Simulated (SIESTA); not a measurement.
Input of a SIESTA 5.4.2 run:

Ge.fdf

```
SystemName                      Germanium
SystemLabel                     Ge
NumberOfSpecies                 1
NumberOfAtoms                   2
%block ChemicalSpeciesLabel
  1  32 Ge
%endblock ChemicalSpeciesLabel

LatticeConstant                 1.0 Ang
%block LatticeVectors
     0.0000000000     2.8289100000     2.8289100000
     2.8289100000     0.0000000000     2.8289100000
     2.8289100000     2.8289100000     0.0000000000
%endblock LatticeVectors
AtomicCoordinatesFormat         Fractional
%block AtomicCoordinatesAndAtomicSpecies
     0.7500000000     0.7500000000     0.7500000000  1  Ge
     0.5000000000     0.5000000000     0.5000000000  1  Ge
%endblock AtomicCoordinatesAndAtomicSpecies

%block kgrid.MonkhorstPack
    8   0   0  0.0
    0   8   0  0.0
    0   0   8  0.0
%endblock kgrid.MonkhorstPack
XC.Functional                   GGA
XC.Authors                      PBEsol
PAO.BasisSize                   DZP
PAO.EnergyShift                 0.003 Ry
Mesh.Cutoff                     800 Ry
OccupationFunction              FD
ElectronicTemperature           0.05 eV
MaxSCFIterations                120
SCF.MustConverge                false
SCF.Mixer.Method                Pulay
SCF.Mixer.Weight                0.25
SCF.Mixer.History               8
SCF.DM.Tolerance                5.0e-05
SCF.H.Tolerance                 1.0e-03 eV
WriteForces                     true
Charge.Mulliken                 end
BandLinesScale                  ReciprocalLatticeVectors
%block BandLines
    1    0.000000   0.000000   0.000000  \Gamma
   12    0.500000   0.000000   0.500000  X
    6    0.500000   0.250000   0.750000  W
    4    0.375000   0.375000   0.750000  K
   13    0.000000   0.000000   0.000000  \Gamma
   11    0.500000   0.500000   0.500000  L
    8    0.625000   0.250000   0.625000  U
    4    0.500000   0.250000   0.750000  W
    9    0.500000   0.500000   0.500000  L
    8    0.375000   0.375000   0.750000  K
    1    0.625000   0.250000   0.625000  U
    4    0.500000   0.000000   0.500000  X
%endblock BandLines
%block PAO.Basis
  Ge 4
  n=4 0 2
    5.960 0.000
  n=4 1 2
    8.130 0.000
  n=3 2 2
    3.189 0.000
  n=4 2 1
    8.130
%endblock PAO.Basis
```

Potentials or basis: PseudoDojo 0.4 standard (PBEsol files), DZP (energy shift 0.003 Ry; two zetas on semicore shells).

Launch:

```bash
$ siesta < Ge.fdf > Ge.out 2>&1
```

Question: Predict the pressure.

Answer: 1.8 GPa.

Question: Estimate the band gap on the k mesh.

Answer: None (metal or under the smearing width).

Levels at the corners of the path, in eV from the Fermi level:
```csv
point,band 12,band 13,band 14,band 15,band 16,band 17
Γ,-0.03,-0.03,-0.03,0.00,2.56,2.56
X,-9.00,-3.18,-3.18,0.79,0.79,9.62
W,-8.89,-4.01,-4.01,4.30,4.30,4.90
K,-8.41,-4.45,-2.72,1.15,4.16,7.36
Γ,-0.03,-0.03,-0.03,0.00,2.56,2.56
L,-7.73,-1.48,-1.48,0.10,3.80,3.80
U,-8.41,-4.45,-2.72,1.15,4.16,7.36
W,-8.89,-4.01,-4.01,4.30,4.30,4.90
L,-7.73,-1.48,-1.48,0.10,3.80,3.80
K,-8.41,-4.45,-2.72,1.15,4.16,7.36
U,-8.41,-4.45,-2.72,1.15,4.16,7.36
X,-9.00,-3.18,-3.18,0.79,0.79,9.62
```

Caveat: the basis of atomic orbitals isn't converged, which shifts pressures, moduli and gaps.

**Experimental background.**

From “Electronic and optical properties of SixGe1-x-ySny alloys lattice-matched to Ge”, 2021, arxiv:2109.02782, for a bulk crystal of Ge at 293 K: band gap 0.666 eV (indirect).

A measured gap of Ge is 0.666 eV (indirect; 293 K; “Electronic and optical properties of SixGe1-x-ySny alloys lattice-matched to Ge”, 2021, arxiv:2109.02782); the calculated 0.00 eV misses it by -0.67 eV. 3 values of this kind are on record (0.666 to 0.807 eV); this one was drawn at random among those near their median. Spin-orbit coupling on Ge is left out. The value is that of PBEsol in an atomic basis (PseudoDojo 0.4 standard (PBEsol files), DZP (energy shift 0.003 Ry; two zetas on semicore shells)), whose error adds to the functional's, on a finite k mesh, which can miss the band edges, without temperature or zero-point motion. Semilocal functionals fall short of measured gaps as a rule.
